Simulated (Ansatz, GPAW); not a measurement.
# Rh: 3 runs at one level of theory

```
CELL_PARAMETERS angstrom
0.00000 1.89785 1.89785
1.89785 0.00000 1.89785
1.89785 1.89785 0.00000
ATOMIC_POSITIONS crystal
Rh 0.00000 0.00000 0.00000
```

Alike in all runs: task single point; functional PBEsol; k mesh 12 × 12 × 12; occupations gaussian, width 0.02 eV; no spin polarisation; no spin-orbit coupling. Pressure is positive in compression and, in plane waves, holds the error of the finite cutoff, which Ansatz's Pulay term estimates and takes out.

| program and potentials | plane-wave cutoff (eV) | notes | band gap (eV) | pressure (GPa) |
| --- | --- | --- | --- | --- |
| Ansatz, Ansatz PAW | 420 | potentials made for PBE, which Ansatz adapts in part; 17 valence electrons an atom on average | ? | ? |
| Ansatz, all-electron LAPW, scalar-relativistic | - | - | no gap | -3.81 |
| GPAW, PAW data sets generated for this functional | 600 | 15 valence electrons an atom on average | no gap | -1.51 |

Question: Estimate from the other rows what the run with Ansatz, Ansatz PAW gave.

Answer: No band gap; pressure -3.80 GPa. Its pressure holds a Pulay term of +0.09 GPa. The other rows, which needn't bracket it: pressure -3.81 to -1.51.
